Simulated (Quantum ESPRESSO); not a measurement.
Here is a Quantum ESPRESSO 7.5 calculation.

Contents of pw.in:

```
&CONTROL
  calculation = 'scf'
  prefix = 'pwscf'
  outdir = './tmp'
  pseudo_dir = './pseudo'
  tprnfor = .true.
  disk_io = 'nowf'
/
&SYSTEM
  ibrav = 0
  nat = 6
  ntyp = 2
  ecutwfc = 45
  ecutrho = 360
  nbnd = 40
  occupations = 'smearing'
  smearing = 'gaussian'
  degauss = 0.00367493
  nspin = 2
  starting_magnetization(1) = 0.3333
  starting_magnetization(2) = 0
  nosym = .true.
/
&ELECTRONS
  conv_thr = 1.5d-06
  electron_maxstep = 100
  mixing_beta = 0.7
  mixing_ndim = 20
  startingpot = 'file'
  mixing_fixed_ns = 8
/
ATOMIC_SPECIES
Ir   192.2170 ir_pbe_v1.2.uspp.F.UPF
O     15.9990 o_pbe_v1.2.uspp.F.UPF
CELL_PARAMETERS angstrom
   4.4990002600    0.0000000000    0.0000000000
   0.0000000000    4.4990002600    0.0000000000
   0.0000000000    0.0000000000    3.1460001800
ATOMIC_POSITIONS crystal
Ir     0.0000000000    0.0000000000    0.0000000000
Ir     0.5000000000    0.5000000000    0.5000000000
O      0.3110000000    0.3110000000    0.0000000000
O      0.1890000000    0.8110000000    0.5000000000
O      0.6890000000    0.6890000000    0.0000000000
O      0.8110000000    0.1890000000    0.5000000000
K_POINTS automatic
2 2 3 0 0 0
HUBBARD {ortho-atomic}
U Ir-5d 4.0
```

File start.in:

```
&CONTROL
  calculation = 'scf'
  prefix = 'pwscf'
  outdir = './tmp'
  pseudo_dir = './pseudo'
  disk_io = 'nowf'
/
&SYSTEM
  ibrav = 0
  nat = 6
  ntyp = 2
  ecutwfc = 45
  ecutrho = 360
  nbnd = 40
  occupations = 'smearing'
  smearing = 'gaussian'
  degauss = 0.00367493
  nspin = 2
  starting_magnetization(1) = 0.3333
  starting_magnetization(2) = 0
  nosym = .true.
/
&ELECTRONS
  conv_thr = 1.5d-06
  electron_maxstep = 1
  mixing_beta = 0.7
  mixing_ndim = 20
  scf_must_converge = .false.
/
ATOMIC_SPECIES
Ir   192.2170 ir_pbe_v1.2.uspp.F.UPF
O     15.9990 o_pbe_v1.2.uspp.F.UPF
CELL_PARAMETERS angstrom
   4.4990002600    0.0000000000    0.0000000000
   0.0000000000    4.4990002600    0.0000000000
   0.0000000000    0.0000000000    3.1460001800
ATOMIC_POSITIONS crystal
Ir     0.0000000000    0.0000000000    0.0000000000
Ir     0.5000000000    0.5000000000    0.5000000000
O      0.3110000000    0.3110000000    0.0000000000
O      0.1890000000    0.8110000000    0.5000000000
O      0.6890000000    0.6890000000    0.0000000000
O      0.8110000000    0.1890000000    0.5000000000
K_POINTS automatic
2 2 3 0 0 0
HUBBARD {ortho-atomic}
U Ir-5d 4.0
```

Contents of occup.txt:

```
 1.0000  0.0000  0.0000  0.0000  0.0000
 0.0000  1.0000  0.0000  0.0000  0.0000
 0.0000  0.0000  1.0000  0.0000  0.0000
 0.0000  0.0000  0.0000  1.0000  0.0000
 0.0000  0.0000  0.0000  0.0000  1.0000
 0.0000  0.0000  0.0000  0.0000  0.0000
 0.0000  0.0000  0.0000  0.0000  0.0000
 0.0000  0.0000  0.0000  0.0000  0.0000
 0.0000  0.0000  0.0000  0.0000  0.0000
 0.0000  0.0000  0.0000  0.0000  0.0000
 1.0000  0.0000  0.0000  0.0000  0.0000
 0.0000  1.0000  0.0000  0.0000  0.0000
 0.0000  0.0000  1.0000  0.0000  0.0000
 0.0000  0.0000  0.0000  1.0000  0.0000
 0.0000  0.0000  0.0000  0.0000  1.0000
 0.0000  0.0000  0.0000  0.0000  0.0000
 0.0000  0.0000  0.0000  0.0000  0.0000
 0.0000  0.0000  0.0000  0.0000  0.0000
 0.0000  0.0000  0.0000  0.0000  0.0000
 0.0000  0.0000  0.0000  0.0000  0.0000
 0.0000  0.0000  0.0000  0.0000  0.0000
 0.0000  0.0000  0.0000  0.0000  0.0000
 0.0000  0.0000  0.0000  0.0000  0.0000
 0.0000  0.0000  0.0000  0.0000  0.0000
 0.0000  0.0000  0.0000  0.0000  0.0000
 0.0000  0.0000  0.0000  0.0000  0.0000
 0.0000  0.0000  0.0000  0.0000  0.0000
 0.0000  0.0000  0.0000  0.0000  0.0000
 0.0000  0.0000  0.0000  0.0000  0.0000
 0.0000  0.0000  0.0000  0.0000  0.0000
 0.0000  0.0000  0.0000  0.0000  0.0000
 0.0000  0.0000  0.0000  0.0000  0.0000
 0.0000  0.0000  0.0000  0.0000  0.0000
 0.0000  0.0000  0.0000  0.0000  0.0000
 0.0000  0.0000  0.0000  0.0000  0.0000
 0.0000  0.0000  0.0000  0.0000  0.0000
 0.0000  0.0000  0.0000  0.0000  0.0000
 0.0000  0.0000  0.0000  0.0000  0.0000
 0.0000  0.0000  0.0000  0.0000  0.0000
 0.0000  0.0000  0.0000  0.0000  0.0000
 0.0000  0.0000  0.0000  0.0000  0.0000
 0.0000  0.0000  0.0000  0.0000  0.0000
 0.0000  0.0000  0.0000  0.0000  0.0000
 0.0000  0.0000  0.0000  0.0000  0.0000
 0.0000  0.0000  0.0000  0.0000  0.0000
 0.0000  0.0000  0.0000  0.0000  0.0000
 0.0000  0.0000  0.0000  0.0000  0.0000
 0.0000  0.0000  0.0000  0.0000  0.0000
 0.0000  0.0000  0.0000  0.0000  0.0000
 0.0000  0.0000  0.0000  0.0000  0.0000
 0.0000  0.0000  0.0000  0.0000  0.0000
 0.0000  0.0000  0.0000  0.0000  0.0000
 0.0000  0.0000  0.0000  0.0000  0.0000
 0.0000  0.0000  0.0000  0.0000  0.0000
 0.0000  0.0000  0.0000  0.0000  0.0000
 0.0000  0.0000  0.0000  0.0000  0.0000
 0.0000  0.0000  0.0000  0.0000  0.0000
 0.0000  0.0000  0.0000  0.0000  0.0000
 0.0000  0.0000  0.0000  0.0000  0.0000
 0.0000  0.0000  0.0000  0.0000  0.0000
```

Potentials or basis: GBRV 1.5 PBE.

Launch:

```console
$ OMP_NUM_THREADS=1 mpirun -n 2 pw.x -in start.in > start.out
$ cp occup.txt tmp/pwscf.save/occup.txt
$ OMP_NUM_THREADS=1 mpirun -n 2 pw.x -in pw.in > pw.out
```

Question: What does it give for the site moments?

Answer: Ir +0.06, +0.29; O +0.18, +0.01 μB.

Question: What does it give for the largest force?

Answer: 1.043 eV/Å.

Question: What does it give for the absolute moment?

Answer: 1.01 μB per cell.

Forces in eV/Å, atoms in the order of the input:
```
Ir   0.000 -0.001  0.000
Ir   0.000  0.001  0.000
O   -0.306 -0.306  0.000
O    0.738 -0.738 -0.001
O    0.306  0.306  0.000
O   -0.738  0.738  0.001
```

Caveat: the k mesh is coarse (spacing up to 0.70 Å⁻¹), so the values aren't converged; the moment fell far below its start of 5 μB, so a state of higher moment may lie lower in energy; forces of over 1 eV/Å show positions far from the minimum, so gaps and moduli don't describe the material at rest. The state reached can hang on the start; a lower one may exist.
